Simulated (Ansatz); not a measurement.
System: wurtzite BeO. Method: r²SCAN (plane waves, PAW; Ansatz, a program for electronic structure).

Numerical settings: plane-wave cutoff 560 eV, 18×18×8 k mesh (along the axes of the cell as run), Fermi–Dirac smearing 0.01 eV, scalar-relativistic PAW data made under PBE.

Shape and atoms are relaxed at each volume.

Pressure at four volumes; x = ln(V/6.848 Å³). One pressure is withheld.

```tsv
V (Å³/atom)	x	P (GPa)
6.574	-0.0408	?
6.711	-0.0202	4.73
6.848	0.0000	0.00
7.122	0.0392	-8.21
```

Task: Pass a parabola P(x) through the three rows shown, estimate the bulk modulus and its pressure derivative near zero pressure, and predict the withheld pressure.

Result: Slopes between the rows: (0.00 − (4.73))/(0.0000 − (-0.0202)) = -234.16 and (-8.21 − (0.00))/(0.0392 − (0.0000)) = -209.44 GPa. Their difference over the span 0.0594 is c = 24.72/0.0594 = 416.2 GPa, so P(x) = 4.73 + (-234.16)(x − (-0.0202)) + 416.2 (x − (-0.0202))(x − (0.0000)). At the middle row B = −dP/dx = −[-234.16 + 416.2 × 0.0202] = 225.8 GPa, and B′ = dB/dP = 2c/B = 3.7. At x = -0.0408 the parabola gives 9.90 GPa; the run gives 9.93 GPa. The Birch–Murnaghan fit to the energies at all volumes has B0 = 225 GPa and B′ = 3.7.

Measured, for comparison: bulk modulus 212 GPa (room temperature, not corrected to a static lattice, K' fixed at 4, sources range from 212 to 224; as tabulated in High-pressure and high-temperature crystal chemistry of beryllium oxide (Scilit …). Computed less measured: bulk modulus +6 % (+0.4 % to +6 % over the range).
